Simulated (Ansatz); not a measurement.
HgTe under changes of volume

One of the cells (30.077 Å³/atom); the others are scaled copies at fixed shape and fractional positions:

```
Hg Te
1.0
     2.99252   -3.46693    0.00000
     2.99252    3.46693    0.00000
     0.00000    0.00000    5.79816
Hg Te
2 2
Direct
  0.65695 0.34305 0.25000
  0.34305 0.65695 0.75000
  0.21519 0.78481 0.25000
  0.78481 0.21519 0.75000
```

Measurements of this composition are mostly on another form, of space group No. 216.

* Program: Ansatz 0.2.0
* Functional: LDA
* Potentials or basis: Ansatz PAW
* Cutoff: 420 eV (not typed: the program's choice for these potentials)
* k mesh: 6 × 6 × 5
* Occupations: fermi-dirac, width 0.05 eV
* Spin: no spin polarisation

```csv
volume (Å³/atom),energy over the lowest point (meV/atom),pressure (GPa),largest force (eV/Å)
28.273,0.00,-2.5,0.110
28.874,11.17,-3.4,0.171
29.476,?,?,?
30.077,43.14,-5.0,0.278
30.679,63.09,-5.6,0.323
31.281,85.20,-6.1,0.365
31.882,109.16,-6.6,0.402
```

Q: What does the run at 29.476 Å³/atom give?

A: Energy over the lowest point 25.70 meV/atom; pressure -4.3 GPa; largest force 0.227 eV/Å.

Worked out: A Birch-Murnaghan fit of order 3 (a polynomial in V^(-2/3)) to the other rows has no minimum within the range. It gives 25.72 meV/atom at 29.476 Å³/atom, against the run's 25.70, and -dE/dV = -4.3 GPa, against -4.3.

Energies are extrapolated to zero smearing.

Caveats: the PAW data sets come from PBE, with cores solved anew for the run's functional, which leaves a small shift of forces and pressure.
